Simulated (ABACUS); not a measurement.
# BP (F-43m) in ABACUS: reference runs

Reference runs on BP: the cell as given.

Program: ABACUS 3.10.1. These are calculated values, not measurements. Logs are shortened: lines on timing, memory, paths and dates and some standing lists are left out, and cuts for length are marked.

## 1. The structure

Symmetry: F-43m, No. 216, cubic system. The conventional cell has a = 4.538 Å, b = 4.538 Å, c = 4.538 Å, α = 90.00°, β = 90.00°, γ = 90.00°. P (site symmetry -43m) has 4 B at 1.97 Å as nearest neighbours. Around B (site symmetry -43m) lie 4 P at 1.97 Å.

## 2. Single point, PBEsol

INPUT

```
INPUT_PARAMETERS
suffix              BP
calculation         scf
basis_type          pw
pseudo_dir          ./
symmetry            1
dft_functional      pbesol
ecutwfc             76
pseudo_rcut         7
nspin               1
nbands              8
ks_solver           dav
smearing_method     fd
smearing_sigma      0.00367493
scf_thr             1e-08
scf_nmax            100
mixing_type         broyden
mixing_beta         0.7
cal_force           1
cal_stress          1
kpar                4
```

STRU

```
ATOMIC_SPECIES
P 30.9738 P.upf
B 10.8100 B.upf

LATTICE_CONSTANT
1.8897261246

LATTICE_VECTORS
0.0000000000 2.2690000000 2.2690000000
2.2690000000 0.0000000000 2.2690000000
2.2690000000 2.2690000000 0.0000000000

ATOMIC_POSITIONS
Direct

P
0.0
1
0.7500000000 0.7500000000 0.7500000000 1 1 1

B
0.0
1
0.0000000000 0.0000000000 0.0000000000 1 1 1
```

KPT

```
K_POINTS
0
Gamma
10 10 10 0 0 0
```

Potentials or basis: PseudoDojo NC SR 0.4.1 PBEsol standard, plane waves.

The run is started by

```console
OMP_NUM_THREADS=1 mpirun -np 4 abacus > log
```

running log:

```text
ABACUS v3.10.1

               Atomic-orbital Based Ab-initio Computation at UStc

 ------------------------------------------------------------------------------------

 READING GENERAL INFORMATION
                           global_out_dir = OUT.BP/
                           global_in_card = INPUT
                               pseudo_dir = ./
                              orbital_dir =
                                    DSIZE = 4
                                    GSIZE = 1

 READING UNITCELL INFORMATION
                                    ntype = 2
                  lattice constant (Bohr) = 1.88973
              lattice constant (Angstrom) = 1

 READING ATOM TYPE 1
                               atom label = P
                      L=0, number of zeta = 1
                      L=1, number of zeta = 1
                      L=2, number of zeta = 1
             number of atom for this type = 1

 READING ATOM TYPE 2
                               atom label = B
                      L=0, number of zeta = 1
                      L=1, number of zeta = 1
                      L=2, number of zeta = 1
             number of atom for this type = 1

                        TOTAL ATOM NUMBER = 2
DIRECT COORDINATES
    atom                   x                   y                   z     mag                  vx                  vy                  vz
taud_P1            0.7500000000        0.7500000000        0.7500000000  0.0000        0.0000000000        0.0000000000        0.0000000000
taud_B1            0.0000000000        0.0000000000        0.0000000000  0.0000        0.0000000000        0.0000000000        0.0000000000

                          Volume (Bohr^3) = 157.663
                             Volume (A^3) = 23.3632

 Lattice vectors: (Cartesian coordinate: in unit of a_0)
                   +0              +2.269              +2.269
               +2.269                  +0              +2.269
               +2.269              +2.269                  +0
 Reciprocal vectors: (Cartesian coordinate: in unit of 2 pi/a_0)
            -0.220361           +0.220361           +0.220361
            +0.220361           -0.220361           +0.220361
            +0.220361           +0.220361           -0.220361
 The esolver type has been set to : ksdft_pw

                PAO radial cut off (Bohr) = 7

 Read in pseudopotential file is P.upf
                     pseudopotential type = NC
          exchange-correlation functional = PBESOL
                 nonlocal core correction = 1
                        valence electrons = 5
                                     lmax = 2
                           number of zeta = 2
                     number of projectors = 6
[... 188 lines left out ...]
 projector 1 L=0
 projector 2 L=0
 projector 3 L=1
 projector 4 L=1
      TOTAL NUMBER OF NONLOCAL PROJECTORS = 26

 Init Non-Local PseudoPotential table :
 Init Non-Local-Pseudopotential done.

                                     npwx = 1807

 Make real space PAO into reciprocal space.
       max mesh points in Pseudopotential = 701
     dq(describe PAO in reciprocal space) = 0.01
                                    max q = 1050

 number of pseudo atomic orbitals for P is 2
WARNING: norm of atomic wavefunction # 1 of atomic type P is 0.999978, renormalized
WARNING: norm of atomic wavefunction # 2 of atomic type P is 0.998983, renormalized

 number of pseudo atomic orbitals for B is 2
WARNING: norm of atomic wavefunction # 1 of atomic type B is 0.999867, renormalized
WARNING: norm of atomic wavefunction # 2 of atomic type B is 0.997368, renormalized

 -------------------------------------------
 SELF-CONSISTENT
 -------------------------------------------
                                 init_chg = atomic

 PW ALGORITHM --------------- ION=   1  ELEC=   1--------------------------------

 Density error is 0.155404383848
                          Error Threshold = 0.01
----------------------------------------------------------
     Energy           Rydberg                 eV
----------------------------------------------------------
 E_KohnSham     -19.7491675037       -268.7012088063
 E_Harris       -19.4839927385       -265.0933210346
 E_Fermi        0.6699850847         9.1156147264
----------------------------------------------------------
[... 63 lines left out ...]
 Density error is 2.67977881614e-10
                          Error Threshold = 1.52412348126e-09
----------------------------------------------------------
     Energy           Rydberg                 eV
----------------------------------------------------------
 E_KohnSham     -19.7802513242       -269.1241258814
 E_KS(sigma->0) -19.7802513195       -269.1241258170
 E_Harris       -19.7802342392       -269.1238934283
 E_band         1.5805535255         21.5045339403
 E_one_elec     6.5688337880         89.3735687322
 E_Hartree      1.2366885454         16.8260108692
 E_xc           -6.6025341063        -89.8320850848
 E_Ewald        -20.9832395419       -285.4916202691
 E_entropy(-TS) -0.0000000095        -0.0000001289
 E_descf        0.0000000000         0.0000000000
 E_exx          0.0000000000         0.0000000000
 E_Fermi        0.7170525288         9.7560001575
----------------------------------------------------------

 charge density convergence is achieved
 final etot is -269.12412588 eV
 EFERMI = 9.7560001575 eV

 STATE ENERGY(eV) AND OCCUPATIONS    NSPIN == 1
 1/12 kpoint (Cartesian) = 0.0000 0.0000 0.0000 (1807 pws)
       1       -6.28995     0.00200000
       2        9.20559     0.00199997
       3        9.20559     0.00199997
       4        9.20559     0.00199997
       5        12.5656    7.89115e-28
       6        12.5656    7.89115e-28
       7        12.5656    7.89115e-28
       8        16.5318    2.79780e-62
[... 41 lines left out ...]
 6/12 kpoint (Cartesian) = 0.11018 0.11018 0.11018 (1772 pws)
       1       -2.94094     0.00800000
       2       0.115520     0.00800000
       3        7.44185     0.00800000
       4        7.44185     0.00800000
       5        12.9259    2.34220e-30
       6        13.8517    2.12764e-38
       7        13.8517    2.12764e-38
       8        19.1492    2.06460e-84

[... levels at 6 further k points ...]

------------------------------------------------------------------------------------------
 TOTAL-FORCE (eV/Angstrom)
------------------------------------------------------------------------------------------
                        P1         0.0000000000         0.0000000000         0.0000000000
                        B1         0.0000000000         0.0000000000         0.0000000000
------------------------------------------------------------------------------------------

----------------------------------------------------------------
 TOTAL-STRESS (KBAR)
----------------------------------------------------------------
       -19.0812004466         0.0000000000        -0.0000000000
         0.0000000000       -19.0812004466        -0.0000000000
         0.0000000000        -0.0000000000       -19.0812004466
----------------------------------------------------------------
 TOTAL-PRESSURE: -19.081200 KBAR

 --------------------------------------------
 !FINAL_ETOT_IS -269.1241258814434332 eV
 --------------------------------------------
```

stdout:

```text
ABACUS v3.10.1

               Atomic-orbital Based Ab-initio Computation at UStc

 UNIFORM GRID DIM        : 36 * 36 * 36
 UNIFORM GRID DIM(BIG)   : 36 * 36 * 36
 ---------------------------------------------------------
[... 25 lines left out ...]
----------------------------------------------------------------
 TOTAL-STRESS (KBAR)
----------------------------------------------------------------
       -19.0812004466         0.0000000000        -0.0000000000
         0.0000000000       -19.0812004466        -0.0000000000
         0.0000000000        -0.0000000000       -19.0812004466
----------------------------------------------------------------
 TOTAL-PRESSURE: -19.081200 KBAR
```

Run time: 2.1 s. Hardware: 4 MPI ranks of AMD EPYC 9R45 (Zen 5), shared host; peak memory 0.28 GiB.

Results:

| Quantity | Value |
| --- | --- |
| Free energy | -269.1241 eV |
| Pressure | -1.9 GPa |
| Band gap on the k mesh | 1.14 eV, indirect (least direct gap 3.36 eV) |

A k mesh can miss the band edges. As with any semilocal functional, this PBEsol gap is likely too small.
